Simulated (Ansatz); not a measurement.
**Ti in Ansatz: convergence with smearing width**

The system is Ti.

```xyz
2
Lattice="2.9500 0.0000 0.0000 -1.4750 2.5548 0.0000 0.0000 0.0000 4.6800" Properties=species:S:1:pos:R:3 pbc="T T T"
Ti    1.4750    0.8516    3.5100
Ti    0.0000    1.7032    1.1700
```

* Program: Ansatz 0.2.0
* Task: convergence study
* Functional: PBE
* Potentials or basis: SPMS NC
* Cutoff: 707 eV (not typed: the program's choice for these potentials)
* k mesh: 9 × 9 × 5
* Occupations: methfessel-paxton, width 0.3 eV
* Spin: no spin polarisation

These are the settings of the first run; the series varies smearing width, with any setting tied to it.

Hardware: 2 threads of AMD EPYC (Zen 3), on a shared host.

```csv
smearing width,"energy less the tightest run, at zero smearing (meV/atom)",pressure (GPa),SCF cycles,CPU time (s),peak memory (GiB)
0.3 eV,1.08,-1.53,6,4.1,0.31
0.2 eV,-0.12,-1.55,6,2.7,0.31
0.15 eV,-0.39,-1.55,6,3.4,0.31
0.1 eV,-0.41,-1.53,6,3.2,0.31
0.05 eV,-0.25,-1.50,7,3.2,0.31
0.025 eV,-0.10,-1.48,6,2.7,0.31
0.01 eV,-0.03,-1.47,6,2.9,0.31
0.005 eV,0.00,-1.48,6,3.3,0.31
```

Against the tightest run, the energy stays within 1 meV/atom from 0.2 eV on; the pressure stays within 0.1 GPa from 0.3 eV on. Narrower smearing needs a denser k mesh, so at a fixed mesh the narrowest width isn't the most accurate. The tightest run that finished is the yardstick and may itself not be fully converged.

Caveat, for the tightest run too: the pressure holds a Pulay correction of +0.4 GPa for the finite cutoff.
